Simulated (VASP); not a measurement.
A run of VASP 6.6.1:

Contents of INCAR:

```
  ALGO = Normal
  EDIFF = 1E-7
  EDIFFG = -0.005
  ENCUT = 600
  IBRION = 2
  ISIF = 3
  ISMEAR = 0
  KPAR = 2
  LASPH = T
  LCHARG = F
  LMIXTAU = T
  LREAL = F
  LWAVE = F
  METAGGA = R2SCAN
  NELM = 80
  NSW = 90
  PREC = Accurate
  SIGMA = 0.03
```

The input KPOINTS:

```
k-points
0
Gamma
  12 12 3
```

File POSCAR:

```
MoS2                                    
1.0
    3.1853172828     -0.0000000000      0.0000000000
   -1.5926586414      2.7585656860      0.0000000000
   -0.0000000000     -0.0000000000     12.9642686655
  Mo              S             
     2     4
Direct
     0.3333333332999970    0.6666666667000030    0.2500000000000000
     0.6666666667000030    0.3333333332999970    0.7500000000000000
     0.3333333332999970    0.6666666667000030    0.6302507160050531
     0.6666666667000030    0.3333333332999970    0.1302507160050531
     0.3333333332999970    0.6666666667000030    0.8697492839949469
     0.6666666667000030    0.3333333332999970    0.3697492839949470
```

Potentials or basis: VASP PAW PBE potentials, release 64 (Mo_sv, S).

Command:

```console
$ cat potpaw_PBE.64/Mo_sv/POTCAR potpaw_PBE.64/S/POTCAR > POTCAR
$ mpirun -np 2 vasp_std > vasp.out
```

Hardware: 2 MPI ranks on Intel(R) Xeon(R) 6975P-C (Granite Rapids) (shared host).

Q: Estimate the wall time of this run.

A: It took 14 min on 2 MPI ranks on Intel(R) Xeon(R) 6975P-C (Granite Rapids) (shared host), peak memory 0.36 GiB a rank. Counts: scf iterations 51, k points 38, ion steps 1.
